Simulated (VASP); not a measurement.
## ZnSe (F-43m): a series in uniaxial stress along [111]

How do the elastic response and the band edges of ZnSe follow uniaxial stress along [111]?

Main program and level: VASP 6.6.1; LDA; plane waves and PAW (Zn, Se), in the first sound run; inputs show where later runs differ.

### Step 1. Set-up

It takes space group F-43m (No. 216, cubic). Conventional cell: a = 5.668 Å, b = 5.668 Å, c = 5.668 Å, α = 90.00°, β = 90.00°, γ = 90.00°. Zn has 4 Se at 2.45 Å nearest. Nearest to Se lie 4 Zn at 2.45 Å. Farther neighbours and most contacts between anions are not listed.

### Step 2. Relax the crystal, LDA

The series starts from the cell that this level prefers, so that zero strain is near zero stress.

This step took 2 runs in a row; the last is shown.

Level: LDA; plane waves and PAW (Zn, Se).

File INCAR:

```
SYSTEM = ZnSe
PREC = Accurate
ENCUT = 450
EDIFF = 1E-07
NELM = 120
ISMEAR = 0
SIGMA = 0.02
LREAL = .FALSE.
ALGO = Normal
GGA = CA
NBANDS = 15
LASPH = .TRUE.
LORBIT = 11
LWAVE = .FALSE.
LCHARG = .FALSE.
KPAR = 12
IBRION = 2
NSW = 40
ISIF = 3
EDIFFG = -0.005
POTIM = 0.4
```

File POSCAR:

```
ZnSe
1.0
    0.0000000000      2.7878715487      2.7878715487
    2.7878715487      0.0000000000      2.7878715487
    2.7878715487      2.7878715487      0.0000000000
Zn Se
1 1
Direct
    0.0000000000      0.0000000000      0.0000000000
    0.2500000000      0.2500000000      0.2500000000
```

File KPOINTS:

```
Automatic mesh
0
Gamma
9 9 9
0 0 0
```

The projector-augmented-wave data sets are Zn and Se (LDA family, release 64).

Launch:

```console
mpirun -np 12 vasp_std
```

Output:

```text
[banner, memory and clock lines left out]
running   12 mpi-ranks, on    1 nodes
[...]
|                                                                             |
|           W    W    AA    RRRRR   N    N  II  N    N   GGGG   !!!           |
|           W    W   A  A   R    R  NN   N  II  NN   N  G    G  !!!           |
|           W    W  A    A  R    R  N N  N  II  N N  N  G       !!!           |
|           W WW W  AAAAAA  RRRRR   N  N N  II  N  N N  G  GGG   !            |
|           WW  WW  A    A  R   R   N   NN  II  N   NN  G    G                |
|           W    W  A    A  R    R  N    N  II  N    N   GGGG   !!!           |
|                                                                             |
|     For optimal performance we recommend to set                             |
|       NCORE = 2 up to number-of-cores-per-socket                            |
|     NCORE specifies how many cores store one orbital (NPAR=cpu/NCORE).      |
|     This setting can greatly improve the performance of VASP for DFT.       |
[...]
DAV:  11    -0.737219246221E+01    0.73456E-05   -0.15887E-05  1582   0.644E-02    0.445E-03
DAV:  12    -0.737219250259E+01   -0.40382E-07   -0.25748E-06  1246   0.119E-02    0.120E-03
DAV:  13    -0.737219252543E+01   -0.22841E-07   -0.85887E-08   826   0.260E-03
   1 F= -.73721925E+01 E0= -.73721925E+01  d E =-.737219E+01
[...]
N       E                     dE             d eps       ncg     rms          rms(c)
DAV:   1    -0.737226729206E+01   -0.74789E-04   -0.82086E-04  1295   0.589E-01    0.600E-02
DAV:   2    -0.737220458422E+01    0.62708E-04   -0.19879E-04  1302   0.390E-01    0.219E-02
DAV:   3    -0.737219692446E+01    0.76598E-05   -0.70831E-06  1177   0.297E-02    0.106E-02
DAV:   4    -0.737219484673E+01    0.20777E-05   -0.12279E-06  1344   0.156E-02    0.400E-03
DAV:   5    -0.737219458860E+01    0.25813E-06   -0.22738E-07   846   0.860E-03    0.361E-04
DAV:   6    -0.737219459501E+01   -0.64101E-08   -0.95845E-08   634   0.347E-03
   2 F= -.73721946E+01 E0= -.73721946E+01  d E =-.206959E-05
 trial-energy change:   -0.000002  1 .order   -0.000003   -0.000006    0.000000
 step:   0.8166(harm=  0.9417)  dis= 0.00000  next Energy=    -7.372195 (dE=-0.211E-05)
 reached required accuracy - stopping structural energy minimisation
```

It took 3.6 s on 12 MPI ranks of Intel Xeon 6975P-C (Granite Rapids), shared host; peak memory 1.8 GiB; 36 s of CPU time.

The logs omit lines about the potential files and the build; timing stands in the text.

Parts of OUTCAR (step 2):

```text
  Total        0.0006529      0.0006529      0.0006529      0.0000000     -0.0000000     -0.0000000
  in kB        0.0241522      0.0241522      0.0241522      0.0000000     -0.0000000     -0.0000000
  external PRESSURE =       0.0241522 kB  Pullay stress =       0.0000000 kB

 POSITION                                       TOTAL-FORCE (eV/Angst)
 -----------------------------------------------------------------------------------
      0.00000      2.78730      2.78730         0.000000      0.000000      0.000000
      1.39365      1.39365      1.39365        -0.000000     -0.000000     -0.000000
 -----------------------------------------------------------------------------------
    total drift:                                0.000001      0.000001      0.000001

  FREE ENERGIE OF THE ION-ELECTRON SYSTEM (eV)
  ---------------------------------------------------
  free  energy   TOTEN  =        -7.3721945950 eV

  energy  without entropy=       -7.3721945950  energy(sigma->0) =       -7.37219460

 reached required accuracy - stopping structural energy minimisation

[... 3 further parts left out ...]
[key lines of the parts left out:]
E-fermi :   2.0449
```

Read from the output:

```
energy(sigma→0) of the program : -7.3722 eV
stress, compression positive   : 0.00 along [111], 0.00 across it (mean), GPa
volume                         : 43.309 Å³
ionic steps                    : 2
```

### Step 3. Strain across the axis, LDA

One member in full: the axis is strained by -0.5 %, and the two directions across it are strained alike until their mean stress is under 0.012 GPa or five steps are spent.

This step took 3 runs, each at a new trial strain with the atoms of the one before; the last is shown.

Level: LDA; plane waves and PAW (Zn, Se); cell typed or built by script.

INCAR, as its differences from that of step 2:

```diff
@@ -15,7 +15,7 @@
 LCHARG = .FALSE.
-KPAR = 12
-IBRION = 2
-NSW = 40
-ISIF = 3
-EDIFFG = -0.005
-POTIM = 0.4
+KPAR = 3
+IBRION = 1
+NSW = 25
+ISIF = 2
+EDIFFG = -0.004
+POTIM = 0.3
```

File POSCAR:

```
ZnSe
1.0
   -0.0117249970      2.7792299680      2.7792299680
    2.7792299680     -0.0117249970      2.7792299680
    2.7792299680      2.7792299680     -0.0117249970
Zn Se
1 1
Direct
    0.9995860648      0.9995860648      0.9995860648
    0.2504139352      0.2504139352      0.2504139352
```

KPOINTS is that of step 2.

Launch:

```console
mpirun -np 3 vasp_std
```

Output:

```text
[banner, memory and clock lines left out]
running    3 mpi-ranks, on    1 nodes
[...]
LDA part: xc-table for (Slater(with rela. corr.)+CA(PZ))
 , standard interpolation
 POSCAR, INCAR and KPOINTS ok, starting setup
[...]
entering main loop
       N       E                     dE             d eps       ncg     rms          rms(c)
DAV:   1     0.812822288734E+02    0.81282E+02   -0.82268E+03  2550   0.124E+03
DAV:   2    -0.250769687972E+01   -0.83790E+02   -0.79218E+02  2837   0.245E+02
DAV:   3    -0.764150539941E+01   -0.51338E+01   -0.51147E+01  3103   0.620E+01
DAV:   4    -0.768335729721E+01   -0.41852E-01   -0.41847E-01  3040   0.597E+00
[...]
DAV:  11    -0.737174403714E+01    0.75992E-05   -0.16246E-05  3881   0.645E-02    0.448E-03
DAV:  12    -0.737174407710E+01   -0.39953E-07   -0.26509E-06  3138   0.121E-02    0.121E-03
DAV:  13    -0.737174410023E+01   -0.23134E-07   -0.88673E-08  2024   0.265E-03
   1 F= -.73717441E+01 E0= -.73717441E+01  d E =-.737174E+01
 BRION: g(F)=  0.546E-06 g(S)=  0.000E+00
 reached required accuracy - stopping structural energy minimisation
```

Run time: 9.8 s. Hardware: 3 MPI ranks; peak memory 0.47 GiB.

From OUTCAR (step 3):

```text
  Total        0.0474461      0.0474461      0.0474461      0.0463891      0.0463891      0.0463891
  in kB        1.7594153      1.7594153      1.7594153      1.7202161      1.7202161      1.7202161
  external PRESSURE =       1.7594153 kB  Pullay stress =       0.0000000 kB

 POSITION                                       TOTAL-FORCE (eV/Angst)
 -----------------------------------------------------------------------------------
      5.54444      5.54444      5.54444         0.001774      0.001774      0.001774
      1.38898      1.38898      1.38898        -0.001774     -0.001774     -0.001774
 -----------------------------------------------------------------------------------
    total drift:                               -0.000426     -0.000426     -0.000426

  FREE ENERGIE OF THE ION-ELECTRON SYSTEM (eV)
  ---------------------------------------------------
  free  energy   TOTEN  =        -7.3717441002 eV

  energy  without entropy=       -7.3717441002  energy(sigma->0) =       -7.37174410

[... 1 part as in an earlier step ...]

[... 3 further parts left out ...]
[key lines of the parts left out:]
E-fermi :   2.1572
```

This run gave:

```
energy(sigma→0) of the program : -7.3717 eV
stress, compression positive   : 0.52 along [111], 0.00 across it (mean), GPa
ionic steps                    : 1
```

### Step 4. Band edges, TB-mBJ with spin-orbit coupling

Short lines in KPOINTS_OPT sample the zone centre along and across the axis, for masses, and the other valleys.

Level: TB-mBJ, spin-orbit coupling; plane waves and PAW (Zn, Se); cell typed or built by script.

TB-mBJ has no energy functional, so the total energy, stress and pressure in this output mean nothing.

File INCAR:

```
SYSTEM = ZnSe
PREC = Accurate
ENCUT = 450
EDIFF = 1E-06
NELM = 150
ISMEAR = 0
SIGMA = 0.02
LREAL = .FALSE.
ALGO = Normal
METAGGA = MBJ
LASPH = .TRUE.
LNONCOLLINEAR = .TRUE.
MAGMOM = 0 0 0 0 0 0
NBANDS = 28
GGA_COMPAT = .FALSE.
LSORBIT = .TRUE.
LWAVE = .FALSE.
LCHARG = .FALSE.
KPAR = 3
```

POSCAR is that of step 3.

File KPOINTS:

```
Automatic mesh
0
Gamma
7 7 7
0 0 0
```

File KPOINTS_OPT:

```
Line mode
6
Line-mode
Reciprocal
  0.00000000   0.00000000   0.00000000
  0.02548396   0.02548396   0.02548396

  0.00000000   0.00000000   0.00000000
 -0.01570464   0.01570464  -0.00000000

  0.31000000   0.31000000   0.00000000
  0.50000000   0.50000000   0.00000000

  0.00000000   0.31000000   0.31000000
  0.00000000   0.50000000   0.50000000

  0.45000000   0.45000000   0.45000000
  0.50000000   0.50000000   0.50000000

  0.45000000   0.00000000   0.00000000
  0.50000000   0.00000000   0.00000000

  0.42500000   0.42500000   0.00000000
  0.42490670   0.44711641   0.02211641

  0.50000000   0.50000000   0.50000000
  0.48429536   0.51570464   0.50000000
```

Launch:

```console
mpirun -np 3 vasp_ncl
```

Output:

```text
[banner, memory and clock lines left out]
running    3 mpi-ranks, on    1 nodes
[...]
|                                                                             |
|               ----> ADVICE to this user running VASP <----                  |
|                                                                             |
|     You enforced a specific xc type in the INCAR file but a different       |
|     [... a line on the potential file left out ...]
|     I HOPE YOU KNOW WHAT YOU ARE DOING!                                     |
|                                                                             |

 LDA part: xc-table for (None), standard interpolation
 POSCAR, INCAR and KPOINTS ok, starting setup
[...]
entering main loop
       N       E                     dE             d eps       ncg     rms          rms(c)
DAV:   1     0.722630047342E+02    0.72263E+02   -0.75253E+03  4712   0.133E+03
DAV:   2    -0.356114296299E+02   -0.10787E+03   -0.10200E+03  4756   0.299E+02
DAV:   3    -0.464355478829E+02   -0.10824E+02   -0.10693E+02  5672   0.981E+01
DAV:   4    -0.466615211620E+02   -0.22597E+00   -0.22556E+00  5312   0.140E+01
[...]
DAV:  38    -0.441458523881E+02    0.36739E-05   -0.39034E-11  2448   0.631E-05    0.667E-05
DAV:  39    -0.441458435261E+02    0.88620E-05   -0.15443E-11  2440   0.334E-05    0.588E-06
DAV:  40    -0.441458429525E+02    0.57362E-06   -0.48009E-12  2448   0.231E-05
   1 F= -.44145843E+02 E0= -.44145843E+02  d E =-.127230E-16  mag=    -0.0000     0.0000     0.0000
 Start KPOINTS_OPT (optional k-point list driver)
k-point batch [1-48\48]
       N       E                     dE             ncg
DAV:   1     0.349615535751E+04   -0.14917E+05     2688
DAV:   2    -0.183336980176E+04   -0.53295E+04     2732
DAV:   3    -0.235917890065E+04   -0.52581E+03     3160
DAV:   4    -0.236874290776E+04   -0.95640E+01     3120
DAV:   5    -0.236879447385E+04   -0.51566E-01     3140
DAV:   6    -0.236879500476E+04   -0.53090E-03     3184
DAV:   7    -0.236879501374E+04   -0.89815E-05     3008
DAV:   8    -0.236879501397E+04   -0.23588E-06     2372
```

Run time: 3.3 min. Hardware: 3 MPI ranks; peak memory 1.2 GiB; 9.8 min of CPU time.

Parts of OUTCAR (step 4):

```text
  LATTYP: Found a trigonal (rhomboedric) cell.
 ALAT       =     3.9304422023
 COS(alpha) =     0.4957767946

 Subroutine GETGRP returns: Found  6 space group operations
 (whereof  6 operations were pure point group operations)

The static configuration has the point symmetry C_3v.

 Found     84 irreducible k-points:

   k-points           NKPTS =     84   k-points in BZ     NKDIM =     84   number of bands    NBANDS=     28

   dimension x,y,z NGX =    28 NGY =   28 NGZ =   28
   dimension x,y,z NGXF=    56 NGYF=   56 NGZF=   56

   ENCUT  =  450.0 eV  33.07 Ry    5.75 a.u.   6.80  6.80  6.80*2*pi/ulx,y,z

   NELECT =      18.0000    total number of electrons

 E-fermi :   2.7452

 k-point     1 :       0.0000    0.0000    0.0000
  band No.  band energies     occupation
    ...
     14       2.2662      1.00000
     15       2.6104      1.00000
     16       2.6104      1.00000
     17       2.6383      1.00000
     18       2.6383      1.00000
     19       5.4795      0.00000
     20       5.4795      0.00000
     21       9.0668      0.00000
     22       9.0668      0.00000
     23       9.1757      0.00000
    ...

 k-point     2 :       0.1429    0.0000   -0.0000
  band No.  band energies     occupation
    ...
     14       1.1918      1.00000
     15       2.2230      1.00000
     16       2.2260      1.00000
     17       2.4375      1.00000
     18       2.4495      1.00000
     19       6.3555      0.00000
     20       6.3562      0.00000
     21       9.1844      0.00000
     22       9.1878      0.00000
     23       9.4407      0.00000
    ...

  Total      -85.6287182    -85.6287182    -85.6287182      0.0493218      0.0493218      0.0493218
  in kB    -3175.3160258  -3175.3160258  -3175.3160258      1.8289712      1.8289712      1.8289712
  external PRESSURE =   -3175.3160258 kB  Pullay stress =       0.0000000 kB

 POSITION                                       TOTAL-FORCE (eV/Angst)
 -----------------------------------------------------------------------------------
      5.54444      5.54444      5.54444         0.032949      0.032949      0.032949
      1.38898      1.38898      1.38898        -0.032949     -0.032949     -0.032949
 -----------------------------------------------------------------------------------
    total drift:                                0.063126      0.063126      0.063126

  FREE ENERGIE OF THE ION-ELECTRON SYSTEM (eV)
  ---------------------------------------------------
  free  energy   TOTEN  =       -44.1458429525 eV

  energy  without entropy=      -44.1458429525  energy(sigma->0) =      -44.14584295

 Spin-Orbit-Coupling matrix elements
 Ion:    1  E_soc:     -0.0079334
 Ion:    2  E_soc:     -0.0337477

[... 1 part as in an earlier step ...]

[... 7 further parts left out ...]
```

### Step 5. Band edges, r2SCAN with spin-orbit coupling

Short lines in KPOINTS_OPT sample the zone centre along and across the axis, for masses, and the other valleys.

Level: r2SCAN, spin-orbit coupling; plane waves and PAW (Zn, Se); cell typed or built by script.

INCAR, as its differences from that of step 4:

```diff
@@ -4,3 +4,3 @@
 EDIFF = 1E-06
-NELM = 150
+NELM = 100
 ISMEAR = 0
@@ -9,3 +9,3 @@
 ALGO = Normal
-METAGGA = MBJ
+METAGGA = R2SCAN
 LASPH = .TRUE.
```

POSCAR is that of step 4.

KPOINTS is that of step 4.

KPOINTS_OPT is that of step 4.

Launch:

```console
mpirun -np 3 vasp_ncl
```

Output:

```text
[banner, memory and clock lines left out]
running    3 mpi-ranks, on    1 nodes
[...]
[... a notice as in an earlier step ...]

 LDA part: xc-table for (None), standard interpolation
 POSCAR, INCAR and KPOINTS ok, starting setup
[...]
entering main loop
       N       E                     dE             d eps       ncg     rms          rms(c)
DAV:   1    -0.170293336527E+03   -0.17029E+03   -0.78828E+03  4704   0.139E+03
DAV:   2    -0.282374940605E+03   -0.11208E+03   -0.10618E+03  4744   0.317E+02
DAV:   3    -0.293907254501E+03   -0.11532E+02   -0.11402E+02  5680   0.102E+02
DAV:   4    -0.294136138091E+03   -0.22888E+00   -0.22850E+00  5280   0.146E+01
[...]
DAV:  14    -0.291376543337E+03   -0.16332E-05   -0.24981E-06  4852   0.152E-02    0.561E-03
DAV:  15    -0.291376541728E+03    0.16092E-05   -0.73803E-07  2480   0.250E-02    0.191E-03
DAV:  16    -0.291376540775E+03    0.95357E-06   -0.35620E-07  2432   0.117E-02
   1 F= -.29137654E+03 E0= -.29137654E+03  d E =-.136019E-26  mag=    -0.0000     0.0000     0.0000
 Start KPOINTS_OPT (optional k-point list driver)
k-point batch [1-48\48]
       N       E                     dE             ncg
DAV:   1     0.281249667753E+04   -0.15600E+05     2688
DAV:   2    -0.265091849313E+04   -0.54634E+04     2732
DAV:   3    -0.320314963233E+04   -0.55223E+03     3156
DAV:   4    -0.321383837638E+04   -0.10689E+02     3168
DAV:   5    -0.321389353111E+04   -0.55155E-01     3028
DAV:   6    -0.321389401428E+04   -0.48317E-03     3096
DAV:   7    -0.321389402020E+04   -0.59246E-05     2820
DAV:   8    -0.321389402036E+04   -0.15135E-06     2324
```

Elapsed: 4.8 min, on 3 MPI ranks; peak memory 1.2 GiB.

From OUTCAR (step 5):

```text
  Total        0.9551819      0.9551819      0.9551819      0.0487402      0.0487402      0.0487402
  in kB       35.4204127     35.4204127     35.4204127      1.8074011      1.8074011      1.8074011
  external PRESSURE =      35.4204127 kB  Pullay stress =       0.0000000 kB

 POSITION                                       TOTAL-FORCE (eV/Angst)
 -----------------------------------------------------------------------------------
      5.54444      5.54444      5.54444         0.001779      0.001779      0.001779
      1.38898      1.38898      1.38898        -0.001779     -0.001779     -0.001779
 -----------------------------------------------------------------------------------
    total drift:                                0.003658      0.003658      0.003658

  FREE ENERGIE OF THE ION-ELECTRON SYSTEM (eV)
  ---------------------------------------------------
  free  energy   TOTEN  =      -291.3765407746 eV

  energy  without entropy=     -291.3765407746  energy(sigma->0) =     -291.37654077

[... 2 parts as in an earlier step ...]

[... 1 further part left out ...]
[key lines of the parts left out:]
E-fermi :   2.2491
```

Read from the output:

| Item | Value |
| --- | --- |
| energy(sigma→0) of the program | -291.3765 eV |
| stress, compression positive | 3.90 along [111], 3.36 across it (mean), GPa |

The run ends at a pressure of 3.54 GPa, with forces up to 0.0031 eV/Å.

[end of part 1 of 2]

[Lines on the potential files, build, host, timing and source positions are cut from VASP's logs without a mark.]

[Logs are printed without paths, hosts, clocks, repeated set-up lines and the standing remarks that a program may print on its own settings, such as how far it seeks lower states.]

[Hosts, paths, dates, database ids (printed as entryN), source tags and the programs' standing remarks are cut or masked in the printed files.]

[In band tables of VASP the shares of atoms and orbitals are scaled to a sum of 1 inside the atoms' spheres.]
